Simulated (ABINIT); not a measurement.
CuI (Marshite):

```xyz
2
Lattice="0.0000 3.0315 3.0315 3.0315 0.0000 3.0315 3.0315 3.0315 0.0000" Properties=species:S:1:pos:R:3 pbc="T T T"
I     0.0000    0.0000    0.0000
Cu    4.5473    4.5473    4.5473
```

Base run:

- Program: ABINIT 10.8.3 (patched build)
- Functional: SOGGA
- Potentials or basis: JTH PAW PBE v2.0
- Cutoff: 707 eV
- k mesh: 8 × 8 × 8
- Occupations: fermi-dirac, width 0.05 eV
- Spin: no spin polarisation

Its results: band gap on the k mesh 0.99 eV, direct; pressure -2.8 GPa.

**Question.** The run is repeated on the same cell with these changes: functional from SOGGA to rPW86PBE. What comes out?

**Answer.** Band gap on the k mesh 1.03 eV, direct; pressure 3.2 GPa.

Caveats: the PAW data sets were made with another functional, which shifts forces and pressure a little; spin-orbit coupling is left out, which moves the levels of the heavy elements.
